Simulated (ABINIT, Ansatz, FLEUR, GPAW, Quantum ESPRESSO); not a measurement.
**PBE against PBEsol over 8 crystals**

Computed equilibrium volume (Å³/atom) at each level. Volumes are each level's own minimum, from an equation of state or a relaxation of the cell. Space groups are those of the starting cells. Not every cell is the stable form of its formula. Spin polarisation and spin-orbit coupling are off unless named.

- PBE: ABINIT (PseudoDojo NC SR PBE v0.4.1 standard) for Li, MgB2; ABINIT (JTH PAW PBE v2.0) for TiSi2, TiAl; Ansatz (all-electron LAPW, scalar-relativistic) for Li2Se; Quantum ESPRESSO (GBRV 1.5 PBE) for Na; Ansatz (PseudoDojo stringent (PBE files)) for TiO2; FLEUR (all-electron) for TiPt3; cutoffs 408 to 1252 eV for plane waves; k meshes of 125 to 1000 points
- PBEsol: ABINIT (JTH PAW PBE v2.0, made for PBE) for Li, TiSi2, TiAl; Ansatz (all-electron LAPW, scalar-relativistic) for Li2Se; Quantum ESPRESSO (GBRV 1.5 PBEsol) for Na; Ansatz (JTH PAW, made for PBE) for TiO2; ABINIT (PseudoDojo NC SR PBEsol v0.4.1 standard) for MgB2; GPAW (PAW data sets generated for this functional) for TiPt3; cutoffs 408 to 1380 eV for plane waves; k meshes of 125 to 1000 points

| crystal | PBE | PBEsol |
| --- | --- | --- |
| Li (Im-3m) | 20.356 | 20.353 |
| Li2Se (Fm-3m) | 18.058 | ? |
| TiSi2 (Cmcm, 6 atoms) | 14.375 | ? |
| Na (Im-3m) | 36.909 | 36.214 |
| TiO2 (I4_1/amd, 6 atoms) | 11.649 | 11.338 |
| MgB2 (P6/mmm, 3 atoms) | 9.614 | 9.490 |
| TiPt3 (Pm-3m) | 15.384 | 14.835 |
| TiAl (P4/mmm, 2 atoms) | 16.263 | ? |

**Question.** Estimate the PBEsol values left open from the trend in the other rows.

**Answer.** The rows shown shift by -1.9 % in the median. The runs gave Li2Se 17.503; TiSi2 13.935; TiAl 15.842 Å³/atom. Over all rows, from the values as printed: PBEsol lies below PBE in 7 of 8 crystals (shifts under 0.3 % counted as level), with a median shift of -2.6 % (-3.6 % for TiPt3 to +0.0 % for Li). Spin-orbit coupling, where left out, moves volumes and moduli of the heaviest elements a little. Meshes of this size aren't converged for the metals. Columns can differ in programs, potentials, basis sets, cutoffs and meshes within a row, which adds scatter of its own. Where several set-ups ran one level, the entry is one near their median; a run lay far from it for Li2Se.
